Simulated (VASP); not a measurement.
# GaN (F-43m) in VASP: relaxation of cell and atoms with PBE

Aim: the relaxation of cell and atoms of GaN with PBE.

All numbers are computed with VASP 6.6.1; they aren't measurements. Logs are shortened: lines on timing, memory, paths and dates and some standing lists are left out, and cuts for length are marked.

**1. Starting point**

The structure is cubic, space group F-43m (No. 216). The conventional cell has a = 4.507 Å, b = 4.507 Å, c = 4.507 Å, α = 90.00°, β = 90.00°, γ = 90.00°. Ga (site symmetry -43m) is surrounded by 4 N at 1.95 Å. N (site symmetry -43m) has 4 Ga at 1.95 Å as nearest neighbours.

The cell is a database's computed one.

**2. Relaxation of cell and atoms, PBE**

Contents of INCAR:

```
SYSTEM = GaN
  ALGO = Normal
  EDIFF = 1E-7
  EDIFFG = -0.004
  ENCUT = 600
  GGA = PE
  IBRION = 2
  ISIF = 3
  ISMEAR = 0
  LASPH = .TRUE.
  LCHARG = .FALSE.
  LREAL = .FALSE.
  LWAVE = .FALSE.
  NELM = 80
  NSW = 80
  PREC = Accurate
  SIGMA = 0.02
```

Contents of KPOINTS:

```
k-points
0
G
  10 10 10
  0 0 0
```

Contents of POSCAR:

```
GaN
1.0
    0.0000000000      2.2535006100      2.2535006100
    2.2535006100      0.0000000000      2.2535006100
    2.2535006100      2.2535006100      0.0000000000
Ga N
1 1
Direct
    0.0000000000      0.0000000000      0.0000000000
    0.7500000000      0.7500000000      0.7500000000
```

Potentials or basis: VASP PAW PBE potentials, release 64 (Ga_d, N).

On the command line:

```bash
> cat potpaw_PBE.64/Ga_d/POTCAR potpaw_PBE.64/N/POTCAR > POTCAR
> mpirun -np 1 vasp_std > vasp.out
```

OUTCAR:

```text
SYSTEM = GaN
   EDIFF = 1E-7
   EDIFFG = -0.004
   ENCUT = 600
   GGA = PE
   IBRION = 2
   ISIF = 3
   ISMEAR = 0
   LASPH = .TRUE.
   LREAL = .FALSE.
   NELM = 80
   NSW = 80
   PREC = Accurate

 ion  position               nearest neighbor table
   1  0.000  0.000  0.000-   2 1.95   2 1.95   2 1.95   2 1.95
   2  0.750  0.750  0.750-   1 1.95   1 1.95   1 1.95   1 1.95

  LATTYP: Found a face centered cubic cell.
 ALAT       =     4.5070012200

  Lattice vectors:

 A1 = (   0.0000000000,   2.2535006100,   2.2535006100)
 A2 = (   2.2535006100,   0.0000000000,   2.2535006100)
 A3 = (   2.2535006100,   2.2535006100,   0.0000000000)

Analysis of symmetry for initial positions (statically):
=====================================================================
 Subroutine PRICEL returns:
 Original cell was already a primitive cell.

 Routine SETGRP: Setting up the symmetry group for a
 face centered cubic supercell.

 Subroutine GETGRP returns: Found 24 space group operations
 (whereof 24 operations were pure point group operations)
 out of a pool of 48 trial point group operations.

The static configuration has the point symmetry T_d .

Analysis of symmetry for dynamics (positions and initial velocities):
=====================================================================
 Subroutine PRICEL returns:
 Original cell was already a primitive cell.

 Routine SETGRP: Setting up the symmetry group for a
 face centered cubic supercell.

 Subroutine GETGRP returns: Found 24 space group operations
 (whereof 24 operations were pure point group operations)
 out of a pool of 48 trial point group operations.

The dynamic configuration has the point symmetry T_d .

 Subroutine INISYM returns: Found 24 space group operations
 (whereof 24 operations are pure point group operations),
 and found     1 'primitive' translations

----------------------------------------------------------------------------------------

                                     Primitive cell

  volume of cell :      22.8877

  direct lattice vectors                    reciprocal lattice vectors
     0.000000000  2.253500610  2.253500610    -0.221877020  0.221877020  0.221877020
     2.253500610  0.000000000  2.253500610     0.221877020 -0.221877020  0.221877020
     2.253500610  2.253500610  0.000000000     0.221877020  0.221877020 -0.221877020

  length of vectors
     3.186931125  3.186931125  3.186931125     0.384302272  0.384302272  0.384302272

  position of ions in fractional coordinates (direct lattice)
     0.000000000  0.000000000  0.000000000
     0.750000000  0.750000000  0.750000000

  ion indices of the primitive-cell ions
[... 102 lines left out ...]
   AEXX    =    0.0000 exact exchange contribution
   IVDW    =     0    specifies the selected vdW correction
   LEPSILON=     F    determine dielectric tensor
   LRPA    =     F    only Hartree local field effects (RPA)
 conjugate gradient relaxation of ions
 non-spin polarized calculation
 Gauss-broadening in eV      SIGMA  =   0.02
  energy-cutoff  :      600.00
  volume of cell :       22.89
 maximum number of plane-waves:       785
 NGX is ok and might be reduce to    28
   NGX = 13   NGY = 13   NGZ = 13

--------------------------------------- Ionic step        1  -------------------------------------------

 number of electron      18.0000005 magnetization

 Free energy of the ion-electron system (eV)
  ---------------------------------------------------
  ext. energy  EPLUGINS =         0.00000000
  ---------------------------------------------------
  free energy    TOTEN  =       -12.14469592 eV

  energy without entropy =      -12.14469592  energy(sigma->0) =      -12.14469592

------------------------ aborting loop because EDIFF is reached ----------------------------------------

  FORCE on cell =-STRESS in cart. coord.  units (eV):
  Direction    XX          YY          ZZ          XY          YZ          ZX
  --------------------------------------------------------------------------------------
  -------------------------------------------------------------------------------------
  Total        0.7033579      0.7033579      0.7033579     -0.0000000      0.0000000     -0.0000000
  in kB       49.2361287     49.2361287     49.2361287     -0.0000000      0.0000000     -0.0000000
  external PRESSURE =      49.2361287 kB  Pullay stress =       0.0000000 kB
[... 59 lines left out ...]
--------------------------------------- Ionic step        3  -------------------------------------------

 number of electron      18.0000002 magnetization

 Free energy of the ion-electron system (eV)
  ---------------------------------------------------
  ext. energy  EPLUGINS =         0.00000000
  ---------------------------------------------------
  free energy    TOTEN  =       -12.15416612 eV

  energy without entropy =      -12.15416612  energy(sigma->0) =      -12.15416612

 E-fermi :   5.1649     XC(G=0): -11.5217

 val. band max:        4.9886295927   @ k =   0.0000   0.0000   0.0000
 cond. band min:       6.5368881373   @ k =   0.0000   0.0000   0.0000
 fundamental gap:      1.5482585446
 Fermi energy:         5.1648532889

 k-point     1 :       0.0000    0.0000    0.0000
  band No.  band energies     occupation
      1     -10.7162      2.00000
      2      -8.4342      2.00000
      3      -8.4342      2.00000
      4      -8.4342      2.00000
      5      -8.1412      2.00000
      6      -8.1412      2.00000
      7       4.9886      2.00000
      8       4.9886      2.00000
      9       4.9886      2.00000
     10       6.5369      0.00000
     11      15.1196      0.00000
     12      15.1196      0.00000
     13      15.1196      0.00000
[... 354 lines left out ...]
  band No.  band energies     occupation
      1      -9.8381      2.00000
      2      -8.3103      2.00000
      3      -8.2277      2.00000
      4      -8.2275      2.00000
      5      -8.0852      2.00000
      6      -7.1845      2.00000
      7       0.0288      2.00000
      8       2.6000      2.00000
      9       2.9142      2.00000
     10       9.4037      0.00000
     11      11.9352      0.00000
     12      15.6608      0.00000
     13      17.6057      0.00000

 [... further k-points ...]

------------------------ aborting loop because EDIFF is reached ----------------------------------------

  FORCE on cell =-STRESS in cart. coord.  units (eV):
  Direction    XX          YY          ZZ          XY          YZ          ZX
  --------------------------------------------------------------------------------------
  -------------------------------------------------------------------------------------
  Total       -0.0025782     -0.0025782     -0.0025782      0.0000000     -0.0000000      0.0000000
  in kB       -0.1756161     -0.1756161     -0.1756161      0.0000000     -0.0000000      0.0000000
  external PRESSURE =      -0.1756161 kB  Pullay stress =       0.0000000 kB
[... 17 lines left out ...]
  FREE ENERGIE OF THE ION-ELECTRON SYSTEM (eV)
  ---------------------------------------------------
  free  energy   TOTEN  =       -12.1541661182 eV

  energy  without entropy=      -12.1541661182  energy(sigma->0) =      -12.15416612

 reached required accuracy - stopping structural energy minimisation
```

Run time: 24 s. Hardware: 1 thread of Intel Xeon Platinum 8559C (Emerald Rapids), shared host; peak memory 0.17 GiB.

Results:

| Property | Result |
| --- | --- |
| Free energy | -12.1542 eV |
| Relaxed volume | 11.76 Å³/atom |
| Relaxed cell | a = 3.216 Å, b = 3.216 Å, c = 3.216 Å, α = 60.00°, β = 60.00°, γ = 60.00° |
| Space group after relaxing (to 0.05 Å) | F-43m (No. 216) |
| Energy gained by relaxing | 4.7 meV/atom |
| Ionic steps | 3 |
| Pressure after relaxing | 0.0 GPa |
| Band gap on the k mesh | 1.55 eV, direct |

Step by step:
| step | energy change (eV) | largest force (eV/Å) | pressure (GPa) | volume (Å³) |
| --- | --- | --- | --- | --- |
| 1 | 0.0000 | 0.0000 | 4.92 | 22.89 |
| 2 | -0.0029 | 0.0000 | -3.73 | 24.07 |
| 3 | -0.0095 | 0.0000 | -0.02 | 23.52 |

Final structure:
```
Ga N
1.0
     0.00000    2.27410    2.27410
     2.27410    0.00000    2.27410
     2.27410    2.27410    0.00000
Ga N
1 1
Direct
  0.00000 0.00000 0.00000
  0.75000 0.75000 0.75000
```
